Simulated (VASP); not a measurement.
A run of VASP 6.6.1:

The input INCAR:

```
  PREC = Accurate
  ENCUT = 600
  EDIFF = 1E-6
  ISMEAR = 0
  SIGMA = 0.1
  LREAL = False
  LASPH = True
  NELM = 100
  ALGO = Normal
  ISIF = 3
  LWAVE = False
  LCHARG = False
  GGA = CA
  IBRION = 2
  NSW = 100
  EDIFFG = -0.002
  PSTRESS = 1850.0
```

Contents of KPOINTS:

```
regular mesh
0
Gamma
  22 22 22
```

File POSCAR:

```
Se
1.0
   -1.3848910716      1.3848910716      1.3848910716
    1.3848910716     -1.3848910716      1.3848910716
    1.3848910716      1.3848910716     -1.3848910716
Se
1
Direct
    0.0000000000      0.0000000000      0.0000000000
```

Potentials or basis: VASP PAW LDA potentials, release 64 (Se).

Launch:

```sh
$ cat potpaw_LDA.64/Se/POTCAR > POTCAR
$ mpirun -np 1 vasp_std > vasp.out
```

Hardware: 1 thread of Intel(R) Xeon(R) Platinum 8259CL CPU @ 2.50GHz (Skylake/Cascade Lake) (shared host).

How long does it take, and how much memory?

Run time: 35 s on 1 thread of Intel(R) Xeon(R) Platinum 8259CL CPU @ 2.50GHz (Skylake/Cascade Lake) (shared host), peak memory 0.15 GiB. Counts: scf iterations 23, k points 328, ion steps 4.
